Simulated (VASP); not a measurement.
The system is Al.

```
Al
1.0
     0.00000    2.02481    2.02481
     2.02481    0.00000    2.02481
     2.02481    2.02481    0.00000
Al
1
Direct
  0.00000 0.00000 0.00000
```

```yaml
Program: VASP 6.6.1
Task: single point
Functional: PBEsol
Potentials_or_basis: VASP PAW PBE potentials, release 64 (Al)
Cutoff: 520 eV
k_mesh: 11 × 11 × 11
Occupations: fermi-dirac, width 0.05 eV
Spin: no spin polarisation
```

On this cell: pressure -1.9 GPa; band gap on the k mesh none (metal or under the smearing width).

The same run follows on a disturbed copy (cell strained at random at fixed volume):

```
CELL_PARAMETERS angstrom
0.04789 1.96914 2.02685
2.04326 -0.00835 2.08310
2.04058 2.02271 -0.00568
ATOMIC_POSITIONS crystal
Al 0.00598 0.98688 0.02117
```

Problem. What does the disturbed cell give?

Solution. The energy (extrapolated to zero smearing) moves by +4.7 meV/atom; pressure -1.7 GPa; band gap on the k mesh none (metal or under the smearing width).

Stress tensor (GPa, compression positive):
```
-0.79 -0.72 -1.15
-0.72 -0.89  1.51
-1.15  1.51 -3.35
```

Caveats: the PAW data sets were made with another functional, which shifts forces and pressure a little.
